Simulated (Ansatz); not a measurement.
Crystal: Pt.

```
Pt
1.0
    -1.58422    1.58422    1.58422
     1.58422   -1.58422    1.58422
     1.58422    1.58422   -1.58422
Pt
1
Direct
  0.00000 0.00000 0.00000
```

This isn't the form of Pt at room conditions, which is fcc.

```yaml
Program: Ansatz 0.2.0
Task: single point
Functional: PBEsol
Potentials_or_basis: Ansatz PAW
Cutoff: "420 eV (not typed: the program's choice for these potentials)"
k_mesh: 12 × 12 × 12
Occupations: fermi-dirac, width 0.05 eV
Spin: no spin polarisation
```

On this cell: pressure -11.2 GPa; band gap on the k mesh none (metal or under the smearing width).

The same run follows on a disturbed copy (cell strained at random at fixed volume):

```
CELL_PARAMETERS angstrom
-1.51792 1.61257 1.57266
1.58438 -1.59122 1.61776
1.52358 1.59687 -1.55131
ATOMIC_POSITIONS crystal
Pt 0.98769 0.99114 0.98751
```

What does the disturbed cell give?

The energy (extrapolated to zero smearing) moves by +11.7 meV/atom; pressure -10.7 GPa; band gap on the k mesh none (metal or under the smearing width).

Stress tensor (GPa, compression positive):
```
-12.37  -0.15  -5.75
 -0.15  -9.48  -1.95
 -5.75  -1.95 -10.31
```

Caveats: the PAW data sets come from PBE, with cores solved anew for the run's functional, which leaves a small shift of forces and pressure.
